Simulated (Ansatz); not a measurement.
Ni3Ge (Pm-3m)

The calculation used DFT PBEsol, scalar-relativistic, plane waves, PAW (Ansatz 0.2.0).

Cutoff 420 eV; k points 12×12×12 on the computed 4-atom cell (Γ-centred); Gaussian smearing, width 0.10 eV; no spin polarisation.

The structure is relaxed at this level of theory with its symmetry kept. Whether it is the stable form of this composition wasn't checked.

```cif
data_structure
_symmetry_space_group_name_H-M 'Pm-3m'
_symmetry_Int_Tables_number 221
_cell_length_a 3.5249
_cell_length_b 3.5249
_cell_length_c 3.5249
_cell_angle_alpha 90.000
_cell_angle_beta 90.000
_cell_angle_gamma 90.000
_cell_volume 43.80
loop_
_atom_site_label
_atom_site_type_symbol
_atom_site_symmetry_multiplicity
_atom_site_Wyckoff_symbol
_atom_site_fract_x
_atom_site_fract_y
_atom_site_fract_z
_atom_site_occupancy
Ni1 Ni 3 c 0.50000 0.00000 0.50000 1
Ge1 Ge 1 a 0.00000 0.00000 0.00000 1
```

```
Space group                                                       : Pm-3m (No. 221)
Volume per atom                                                   : 10.95 Å³
Formation energy from the elements' standard states (uncorrected) : -0.344 eV/atom
Kohn–Sham band gap                                                : none (metal)
Density of states at the Fermi level                              : 2.72 states/eV per cell
Löwdin character within 0.5 eV of the Fermi level                 : Ni 3d 93 %
Bulk modulus                                                      : 219 GPa
Its pressure derivative                                           : 4.8
Bader charges (e)                                                 : Ni (3 in the cell) -0.10, Ge (1 in the cell) 0.30
```

A ferromagnetic start lost its moments in a first run, so spin was left out; other magnetic orders weren't tried.